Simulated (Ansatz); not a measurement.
Space group P4_2/mnm (No. 136). a = 4.643 Å, b = 4.643 Å, c = 2.964 Å, α = 90.00°, β = 90.00°, γ = 90.00°
```tsv
atom	site	symmetry	x	y	z
Ti	2a	m.mm	0.0000	0.0000	0.0000
O	4f	m.2m	0.3051	0.3051	0.0000
```

Equation of state of this TiO2 structure (not necessarily the ground state), with shape and atoms relaxed at each volume where symmetry leaves them free. Method: DFT PBE, scalar-relativistic, plane waves, PAW in Ansatz.

Cutoff 420 eV; k points 6×6×10 on the computed 6-atom cell (Γ-centred); Gaussian smearing, width 0.02 eV; no spin polarisation.

```
V (Å³/atom) E − E(largest V) (meV/atom) P (GPa) gap on mesh (eV)
     10.011                         6.52    14.77              1.91
     10.331                       -14.64     6.71              1.88
     10.650                       -21.15     0.01              1.86
     10.970                       -15.52    -5.49              1.86
     11.289                         0.00    -9.90              1.88
```

Fit a third-order Birch–Murnaghan equation to E(V).

V0 = 10.65 Å³/atom, B0 = 201 GPa, B0' = 5.5.